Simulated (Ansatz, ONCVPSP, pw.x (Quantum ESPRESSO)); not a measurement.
# titanium (Ti): does the ONCV potential hold in the solid?

Ti, optimised norm-conserving Vanderbilt (ONCV), made with ONCVPSP 4.0.1.1 (patched build) (PBE, scalar-relativistic). Core [Ne], reference 3s2 3p6 3d2 4s1.75 4p0.25. Waves: 3s+4s: rc 1.85 bohr, ncon 4, nbas 8, qcut 6.7 1/bohr, 2 projectors; 3p+4p: rc 2.15 bohr, ncon 4, nbas 8, qcut 7.1 1/bohr, 3 projectors, debl 2.5 Ha; 3d: rc 2.60 bohr, ncon 4, nbas 8, qcut 5.4 1/bohr, 1 projector. Local part: polynomial inside 1.45 bohr (lpopt 5, dvloc0 -1 Ha). Core correction: none.

Atomic tests: cutoffs needed: 16 Ha and 19 Ha (the cutoffs (Ha) at which the residual kinetic energy of the hardest occupied pseudo-wave falls to 1 and 0.1 mHa per electron); ghost test: no bound ghost flagged; no localised positive-energy state flagged; largest excitation error: -29 meV (all-electron minus pseudo) for 3s2 3p6 3d2 4s0 4p0, out of 4 test configurations.

Crystal test: bcc Ti in pw.x 7.5, no spin, 14³ k-points, Fermi–Dirac smearing 0.01 Ry, cutoffs 45/180 Ry. The reference is all-electron LAPW (Ansatz 0.2.0) with the same functional, mesh and smearing; V0 and B0 come from Birch–Murnaghan fits to the pressures at five volumes. Errors are pseudo minus all-electron; Δ is the rms difference of the E(V) curves that follow from these fits, minima aligned, over ±6 % about the mean V0. Mesh and smearing are coarse, so the numbers serve the comparison and aren't converged zero-temperature values; the lattice is a test structure that the element need not adopt.

| V (Å³/atom) | P all-electron (GPa) | P pseudo (GPa) |
| --- | --- | --- |
| 16.476 | 6.10 | 9.22 |
| 16.909 | 3.01 | 5.99 |
| 17.343 | 0.23 | 3.07 |
| 17.777 | -2.25 | 0.44 |
| 18.210 | -4.47 | -1.93 |

All-electron: a0 = 3.264 Å (V0 = 17.38 Å³/atom), B0 = 104.1 GPa.

Pseudopotential: mean pressure error (GPa): +2.84; a0 (Å): 3.293; a0 error (%): +0.90; B0 error (%): -3.1; Δ (meV/atom): 10.5. This is a poor potential for the solid.

Problem. At the middle volume, how do free energy and pressure move when the wave cutoff is lowered (ecutrho kept at four times it)?

Solution.

```json
{"cutoff (Ry)": "20", "shift of F (meV/atom)": "+8659.7", "shift of P (GPa)": "-291.04"}
{"cutoff (Ry)": "27", "shift of F (meV/atom)": "+1166.7", "shift of P (GPa)": "-59.72"}
{"cutoff (Ry)": "36", "shift of F (meV/atom)": "+53.2", "shift of P (GPa)": "-4.52"}
```

Input at the middle volume:

```
&control
  calculation='scf', prefix='x', pseudo_dir='./', outdir='./tmp', tstress=.true., disk_io='none'
/
&system
  ibrav=0, nat=1, ntyp=1, ecutwfc=45, ecutrho=180, nbnd=14,
  occupations='smearing', smearing='fd', degauss=0.01
/
&electrons
  conv_thr=1e-09, mixing_beta=0.4, electron_maxstep=70
/
ATOMIC_SPECIES
Ti 1.0 Ti.UPF
CELL_PARAMETERS angstrom
  -1.63062743 1.63062743 1.63062743
  1.63062743 -1.63062743 1.63062743
  1.63062743 1.63062743 -1.63062743
ATOMIC_POSITIONS crystal
Ti 0.0000 0.0000 0.0000
K_POINTS automatic
14 14 14 0 0 0
```

```bash
pw.x < Ti.scf.in > Ti.scf.out
```

Lines of the output:

```
Message from routine setup:
     using ibrav=0 with symmetry is DISCOURAGED, use correct ibrav instead
     lattice parameter (alat)  =       5.3372  a.u.
     unit-cell volume          =     117.0364 (a.u.)^3
     number of electrons       =        12.00
     number of Kohn-Sham states=           14
     kinetic-energy cutoff     =      45.0000  Ry
     charge density cutoff     =     180.0000  Ry
     scf convergence threshold =      1.0E-09
     Exchange-correlation= PBE
     number of k points=   104  Fermi-Dirac smearing, width (Ry)=  0.0100
     iteration #  1     ecut=    45.00 Ry     beta= 0.40
     total energy              =    -114.27028602 Ry
     estimated scf accuracy    <       0.02584787 Ry
     iteration #  2     ecut=    45.00 Ry     beta= 0.40
     total energy              =    -114.27236801 Ry
     estimated scf accuracy    <       0.00165540 Ry
     iteration #  3     ecut=    45.00 Ry     beta= 0.40
     total energy              =    -114.27261234 Ry
     estimated scf accuracy    <       0.00008005 Ry
     iteration #  4     ecut=    45.00 Ry     beta= 0.40
     total energy              =    -114.27261807 Ry
     estimated scf accuracy    <       0.00000429 Ry
     iteration #  5     ecut=    45.00 Ry     beta= 0.40
     total energy              =    -114.27261730 Ry
     estimated scf accuracy    <       0.00000161 Ry
     iteration #  6     ecut=    45.00 Ry     beta= 0.40
     total energy              =    -114.27261755 Ry
     estimated scf accuracy    <          4.3E-09 Ry
     iteration #  7     ecut=    45.00 Ry     beta= 0.40
     total energy              =    -114.27261755 Ry
     estimated scf accuracy    <          7.9E-09 Ry
     iteration #  8     ecut=    45.00 Ry     beta= 0.40
     the Fermi energy is    13.5724 ev
!    total energy              =    -114.27261755 Ry
     estimated scf accuracy    <          7.4E-11 Ry
     smearing contrib. (-TS)   =      -0.01038191 Ry
     The total energy is F=E-TS. E is the sum of the following terms:
     one-electron contribution =     -37.52807222 Ry
     hartree contribution      =      22.42964366 Ry
     xc contribution           =     -14.13055245 Ry
     ewald contribution        =     -85.03325462 Ry
     convergence has been achieved in   8 iterations
          total   stress  (Ry/bohr**3)                   (kbar)     P=       30.72
     Message from routine punch:
     Nothing written, as per user request (disk_io='none')
```

The run at the middle volume (104 k-points, 8 iterations) took about 18 s on one core of a shared host (Neoverse-N1, 64 threads, 124 GiB, load 58).
